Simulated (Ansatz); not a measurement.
**Ionic part of the dielectric constant of ZnS at 4 GPa, mode by mode**

Computed with DFT LDA, scalar-relativistic, plane waves, PAW in Ansatz 0.2.0. Settings: 420 eV plane-wave cutoff, Γ-centred 10×10×10 mesh, fixed occupations. No spin polarisation. Phonons by linear response, acoustic sum rule imposed.

Symmetry: F-43m, No. 216, cubic system. The conventional cell has a = 5.223 Å, b = 5.223 Å, c = 5.223 Å, α = 90.00°, β = 90.00°, γ = 90.00°. Zn (site symmetry -43m) is surrounded by 4 S at 2.26 Å. Around S (site symmetry -43m) lie 4 Zn at 2.26 Å.

The primitive cell has V = 35.62 Å³ and ε∞,yy = 6.180. Each polar mode adds Δε = (4.92064×10⁷/V)·S/ν² along y, with S its oscillator strength in e²/amu, ν in cm⁻¹ and V in Å³.

Question: From these modes, find each Δε and ε0,yy.
```csv
ν (cm⁻¹),S_yy (e²/amu)
312.7,0.1579
```

Answer:
```
ν (cm⁻¹)    Δε
   312.7  2.23
```

The sum is 2.231, so ε0,yy = 8.41; the run's tensor has 8.41.

Question: Where do the longitudinal modes lie for a wave vector along y?

Answer: At 365 cm⁻¹. The Lyddane–Sachs–Teller product Π(ν_LO/ν_TO)² = 1.36 matches ε0/ε∞ = 1.36.

Cost: 1 run of about 0.54 core-minutes, on Intel Xeon 6975P-C (Granite Rapids) (shared hosts).

The static dielectric response of ZnS is mainly electronic here: the lattice adds only 2.23 to an ε∞ of 6.180. This fits a partly covalent, tetrahedrally bonded semiconductor, whose valence electrons polarise easily while its fairly stiff bonds limit the relative displacement of Zn and S. The entire ionic part comes from the one zone-centre optical mode, in which the two sublattices move against each other, and cubic symmetry makes the response isotropic. The same dipole creates the macroscopic field that raises the longitudinal branch to 365 cm⁻¹, although electronic screening weakens that field.

The electronic constant is clearly larger than the value known for zinc blende ZnS, probably because LDA underestimates the gap and so makes the electrons too polarisable. For a given Born charge and transverse frequency, this excess screening would make the LO–TO splitting too small, but it would not change the ionic contribution itself. A single compressed volume does not show how pressure shifts the balance between bond stiffening and changes in effective charge.
